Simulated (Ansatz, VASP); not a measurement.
## KF: VASP beside Ansatz

```xyz
2
Lattice="0.0000 2.3355 3.5033 2.3355 0.0000 3.5033 2.3355 2.3355 0.0000" Properties=species:S:1:pos:R:3 pbc="T T T"
K     0.0000    0.0000    0.0000
F     2.3355    2.3355    3.5033
```

Alike in both runs: task single point; functional LDA; k mesh 8 × 8 × 8; occupations gaussian, width 0.05 eV; no spin polarisation.

```csv
,VASP,Ansatz
version,VASP 6.6.1,Ansatz 0.2.0
potentials or method,"VASP PAW LDA potentials, release 64 (K_sv, F)","scalar-relativistic, plane waves, PAW"
plane-wave cutoff (eV),520,420
valence electrons in the cell,16,16
```

VASP gave:

```
gap on the k mesh at the Fermi level (eV)       : 4.77
least direct gap on the mesh (eV)               : 4.92
pressure (GPa)                                  : 8.8
largest component of the traceless stress (GPa) : 11.80
```

Problem. What did Ansatz give for the same quantities?

Solution. gap on the k mesh at the Fermi level (eV): 4.79; least direct gap on the mesh (eV): 4.95; pressure (GPa): 8.2; largest component of the traceless stress (GPa): 11.10.

A k mesh can miss the band edges. Expect the measured gap to be larger: semilocal functionals such as LDA lack the derivative discontinuity.
